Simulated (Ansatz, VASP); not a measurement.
One calculation of AlNi3, two programs

```xyz
4
Lattice="3.5231 0.0000 0.0000 0.0000 3.5231 0.0000 0.0000 0.0000 3.5231" Properties=species:S:1:pos:R:3 pbc="T T T"
Al    0.0000    0.0000    0.0000
Ni    0.0000    1.7615    1.7615
Ni    1.7615    0.0000    1.7615
Ni    1.7615    1.7615    0.0000
```

The cell is a database's computed one.

Alike in both runs: task relaxation of cell and atoms; functional PBE; k mesh 12 × 12 × 12; occupations gaussian, width 0.1 eV; collinear spin.

```csv
,VASP,Ansatz
version,VASP 6.6.1,Ansatz 0.2.0
potentials or method,"VASP PAW PBE potentials, release 64 (Al, Ni)","scalar-relativistic, plane waves, PAW"
plane-wave cutoff (eV),600,420
valence electrons in the cell,33,57
```

|  | VASP | Ansatz | Ansatz less VASP |
| --- | --- | --- | --- |
| gap on the k mesh at the Fermi level, each at its own relaxed structure (eV) | none | none | - |
| net moment per atom (μB) | 0.00 | 0.19 | +0.185 |
| size of the moment on the site where the two differ most (μB) | 0.00 | 0.28 | +0.276 |
| relaxed volume (Å³/atom) | 11.33 | 11.34 | +0.016 |
| relaxed cell length with the largest relative difference (Å) | 3.565 | 3.567 | +0.0017 |
| energy change over the relaxation (meV/atom) | -6 | -9 | -3.5 |

The net moments differ so much that the two runs ended in different magnetic states, which moves the other rows too. Site moments also hang on the region over which each program counts them. A gap of «none» marks a metal or a gap that the smearing closes. The two sets of potentials don't hold the same shells in valence.
